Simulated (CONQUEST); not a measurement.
The system is HfN.

```
Hf N
1.0
     3.13391    0.00000    0.00000
     0.00000    5.41677    0.00000
     0.00000    0.00000    5.42809
Hf N
4 4
Direct
  0.00000 0.25000 0.66667
  0.50000 0.25000 0.16667
  0.00000 0.75000 0.33333
  0.50000 0.75000 0.83333
  0.00000 0.50000 0.00000
  0.50000 0.50000 0.50000
  0.00000 0.00000 0.00000
  0.50000 0.00000 0.50000
```

The cell comes from a database or a generator and needn't be the stable form of this composition.

```yaml
Program: CONQUEST 1.3
Task: single point
Functional: PBE
Potentials_or_basis: PseudoDojo NC PBE, DZP, grid cutoff 150 Ha
k_mesh: 9 × 5 × 5
Occupations: fermi-dirac, width 0.05 eV
Spin: no spin polarisation
```

On this cell: pressure 6.5 GPa; largest force 0.011 eV/Å; band gap on the k mesh none (metal or under the smearing width).

The same run follows on a disturbed copy (atoms moved at random, drawn with an rms of 0.05 Å):

```xyz
8
Lattice="3.1339 0.0000 0.0000 0.0000 5.4168 0.0000 0.0000 0.0000 5.4281" Properties=species:S:1:pos:R:3 pbc="T T T"
Hf    1.5272    1.3568    0.9056
Hf    3.0942    1.3568    3.6196
Hf    0.0155    4.0622    1.7952
Hf    1.5824    4.0622    4.5092
N     1.5439    2.6638    2.7348
N     3.1109    2.6638    0.0207
N     1.5667    5.3807    2.7265
N     3.1337    5.3807    0.0125
```

Problem. What does the disturbed cell give?

Solution. The energy (extrapolated to zero smearing) moves by +8.2 meV/atom; pressure 7.1 GPa; largest force 0.625 eV/Å; band gap on the k mesh none (metal or under the smearing width).

Forces in eV/Å, atoms in the order of the input:
```
Hf   0.292 -0.497  0.160
Hf   0.292 -0.497  0.160
Hf  -0.255 -0.416  0.324
Hf  -0.255 -0.416  0.324
N    0.105  0.546 -0.285
N    0.105  0.546 -0.285
N   -0.125  0.352 -0.213
N   -0.125  0.352 -0.213
```

Stress tensor (GPa, compression positive):
```
 7.17  0.02 -0.38
 0.02  7.09 -0.15
-0.38 -0.15  6.90
```

The forces don't sum to zero, so they hold noise of the program's grid.

Caveats: the box holds several primitive cells, so bands are folded and the points are those of the box's own zone; the basis of atomic orbitals isn't converged, which shifts pressures, moduli and gaps.
